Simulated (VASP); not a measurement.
Input of a VASP 6.6.1 run:

POSCAR

```
Pt
1.0
    0.0000000000      1.9715751800      1.9715751800
    1.9715751800      0.0000000000      1.9715751800
    1.9715751800      1.9715751800      0.0000000000
Pt
1
Direct
    0.0000000000      0.0000000000      0.0000000000
```

INCAR.step1

```
  PREC = Accurate
  ENCUT = 600
  EDIFF = 1E-8
  ISMEAR = 0
  SIGMA = 0.1
  LREAL = F
  LASPH = T
  NELM = 60
  ALGO = Normal
  ISIF = 3
  LWAVE = F
  LCHARG = F
  GGA = CA
  IBRION = 2
  NSW = 40
  EDIFFG = -0.002
```

File INCAR.step2:

```
  PREC = Accurate
  ENCUT = 600
  EDIFF = 1E-8
  ISMEAR = 0
  SIGMA = 0.1
  LREAL = F
  LASPH = T
  NELM = 60
  ALGO = Normal
  ISIF = 3
  LWAVE = F
  LCHARG = F
  GGA = CA
  IBRION = 6
  NFREE = 2
  POTIM = 0.015
  NSW = 1
```

The input KPOINTS:

```
Automatic mesh
0
Gamma
  24 24 24
```

Potentials or basis: VASP PAW LDA potentials, release 64 (Pt).

Command:

```sh
$ cat potpaw_LDA.64/Pt/POTCAR > POTCAR
$ cp INCAR.step1 INCAR
$ mpirun -np 1 vasp_std > vasp.out
$ cp CONTCAR POSCAR
$ cp INCAR.step2 INCAR
$ mpirun -np 1 vasp_std > vasp.out
```

**Question.** Predict the elastic constants C11, C12, C44.

**Answer.** 377, 272, 81 GPa.

**Question.** What does it give for the Voigt bulk modulus?

**Answer.** 307 GPa.

**Question.** What does it give for the space group after relaxing (to 0.05 Å)?

**Answer.** Fm-3m (No. 225).

**Question.** What does it give for the relaxed cell?

**Answer.** a = 2.756 Å, b = 2.756 Å, c = 2.756 Å, α = 60.00°, β = 60.00°, γ = 60.00°.

**Question.** Estimate the relaxed volume.

**Answer.** 14.80 Å³/atom.

Step by step:
```
step  energy change (eV)  largest force (eV/Å)  pressure (GPa)  volume (Å³)
   1              0.0000                0.0000           -9.77        15.33
   2              0.1536                0.0000           41.78        13.35
   3             -0.0166                0.0000           -0.44        14.82
   4             -0.0167                0.0000           -0.08        14.80
   5             -0.0167                0.0000            0.14        14.79
   6             -0.0166                0.0000           -0.34        14.82
   7             -0.0167                0.0000            0.00        14.80
```

The run has no spin-orbit coupling, so splittings on Pt are missing.
